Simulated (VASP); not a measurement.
Sb, 2 atoms in the cell. The structure is trigonal, space group R-3m (No. 166). The conventional cell has a = 4.190 Å, b = 4.190 Å, c = 10.328 Å, α = 90.00°, β = 90.00°, γ = 120.00°. Sb (site symmetry 3m) has 6 Sb at 2.91 to 3.03 Å as nearest neighbours. 

```yaml
Program: VASP 6.6.1
Task: relaxation of cell and atoms
Functional: LDA
Potentials_or_basis: VASP PAW LDA potentials, release 64 (Sb)
Cutoff: 600 eV
k_mesh: 12 × 12 × 10
Occupations: methfessel-paxton, width 0.1 eV
Spin: no spin polarisation
Target_pressure: 6.4 GPa
Further_INCAR_settings: ALGO = Normal; EDIFF = 1e-07; IBRION = 2; EDIFFG = -0.005; NSW = 90; ISIF = 3
Target_pressure: 6.4 GPa
```

Potentials or basis: VASP PAW LDA potentials, release 64 (Sb).

The run is started by

```bash
$ cat potpaw_LDA.64/Sb/POTCAR > POTCAR
$ mpirun -np 1 vasp_std > vasp.out
```

Hardware: 1 thread of Intel(R) Xeon(R) 6975P-C (Granite Rapids), with other jobs on the host.

How long does it take, and how much memory?

Run time: 11 min on 1 thread of Intel(R) Xeon(R) 6975P-C (Granite Rapids), on a shared host, peak memory 0.36 GiB. Counts: scf iterations 117, k points 391, ion steps 28.
